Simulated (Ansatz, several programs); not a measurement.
A 6-atom cell of ZrO2 started from a crystallographic database, relaxed with PBE in Ansatz (plane waves, PAW): space group P4_2/nmc (No. 137), tetragonal; a = 3.621 Å, c = 5.283 Å in the conventional setting, 11.54 Å³ an atom. Zr is surrounded by 8 O at 2.08–2.43 Å; O is surrounded by 4 Zr at 2.08–2.43 Å. The cell was then scaled with its shape and fractional coordinates held, which makes it stiffer than a relaxed compression. No spin polarisation and no zero-point or thermal motion.

| V (Å³/atom) | E (meV/atom) |
| --- | --- |
| 10.852 | 32.74 |
| 11.198 | 7.78 |
| 11.544 | 0.00 |
| 12.237 | 26.55 |

Question: Pass a cubic E = c₀ + c₁u + c₂u² + c₃u³, with u = V − 11.458 Å³, through these points.

Answer: c₀ = 0.46, c₁ = -10.795, c₂ = 64.298, c₃ = -9.5581 (meV and Å³).

Question: Where is the minimum, and what bulk modulus follows?

Answer: dE/du = 0 at u = +0.086, so V₀ = 11.54 Å³. B = V₀ d²E/dV² = 11.54 × (2c₂ + 6c₃u) = 11.54 × 123.688 = 1428 meV/Å³, and 1 meV/Å³ is 0.16022 GPa: 229 GPa. A third-order Birch-Murnaghan fit to all five points gives 11.54 Å³ and 227 GPa.

Question: Predict the energy and the pressure at the withheld volume, 11.891 Å³.

Answer: With u = +0.433: E ≈ 7.06 meV and P = −dE/dV ≈ -6.33 GPa. The run gives 6.99 meV and, from its stress, -6.28 GPa.
